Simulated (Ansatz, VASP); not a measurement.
## One calculation of MnO, two programs

File INCAR:

```
SYSTEM = MnO
PREC = Accurate
ENCUT = 520
EDIFF = 1E-6
ISMEAR = -1
SIGMA = 0.05
LREAL = .False.
LASPH = .True.
NELM = 150
ALGO = Normal
ISIF = 2
LWAVE = .False.
LCHARG = .True.
ISPIN = 2
MAGMOM = 4 0
LORBIT = 11
LMAXMIX = 4
LDAU = .True.
LDAUTYPE = 2
LDAUL = 2 -1
LDAUU = 6 0
LDAUJ = 0 0
LDAUPRINT = 1
GGA = PS
LELF = .True.
LVHAR = .True.
NBANDS = 20
```

File KPOINTS:

```
Automatic mesh
0
Gamma
  10 10 10
  0 0 0
```

File POSCAR:

```
MnO
1.0
    0.0000000000      2.2239077028      2.2239077028
    2.2239077028      0.0000000000      2.2239077028
    2.2239077028      2.2239077028      0.0000000000
Mn O
1 1
Direct
    0.0000000000      0.0000000000      0.0000000000
    0.5000000000      0.5000000000      0.5000000000
```

File input.yaml:

```yaml
crystal:
  lattice:
    - [0.0, 2.2239077028, 2.2239077028]
    - [2.2239077028, 0.0, 2.2239077028]
    - [2.2239077028, 2.2239077028, 0.0]
  atoms:
    - { symbol: Mn, position: [0.0, 0.0, 0.0], spin: 4.0 }
    - { symbol: O, position: [0.5, 0.5, 0.5] }
kpoints:
  mp_grid: { grid: [10, 10, 10] }
scf:
  occupations: { method: fermi_dirac, width: 0.05 }
hamiltonian:
  xc: pbesol
  pseudopotentials: { kind: all_electron, lapw: { basis_error: 0.001 } }
  hubbard:
    sites: [{ species: Mn, l: d, u_eff: 6 }]
    double_counting: fll
    projectors: ortho-atomic
magnetization:
  spin_polarized: true
output:
  forces: true
  stress: true
  eigenvalues: true
  dos: { projected: false, de: 0.2, e_range: [-14, 8] }
```

Alike in both runs: functional PBEsol; k mesh 10 × 10 × 10; occupations fermi-dirac, width 0.05 eV; collinear spin; Hubbard terms Mn d U = 6.0 eV.

```csv
,VASP,Ansatz
version,VASP 6.6.1,Ansatz 0.2.0
potentials or method,"VASP PAW PBE potentials, release 64 (Mn_pv, O)","all-electron LAPW, scalar-relativistic"
plane-wave cutoff (eV),520,see its input
task,single point,density of states
```

```csv
,VASP,Ansatz,Ansatz less VASP
gap on the k mesh at the Fermi level (eV),0.50,0.32,-0.178
least direct gap on the mesh (eV),2.59,2.44,-0.149
pressure (GPa),2.1,5.2,+3.09
net moment per atom (μB),2.50,2.50,0.000
size of the moment on the site where the two differ most (μB),4.67,4.60,-0.071
```

Site moments also hang on the region over which each program counts them. The programs project onto different local orbitals, so the same U acts differently. Ansatz ran all-electron here, so the differences hold the error of VASP's frozen core and of both bases.

Caveats: a cell with one magnetic atom can't hold antiferromagnetic order, which such compounds often take; the PAW data sets were made with another functional, which shifts forces and pressure a little (VASP); the magnetic state may not be the lowest (Ansatz); U is the effective U less J, on atomic orbitals that reach past the spheres (Ansatz); the density of states is complete only up to the lowest level of the last band computed (Ansatz). The state reached can hang on the start; a lower one may exist. A k mesh can miss the band edges.
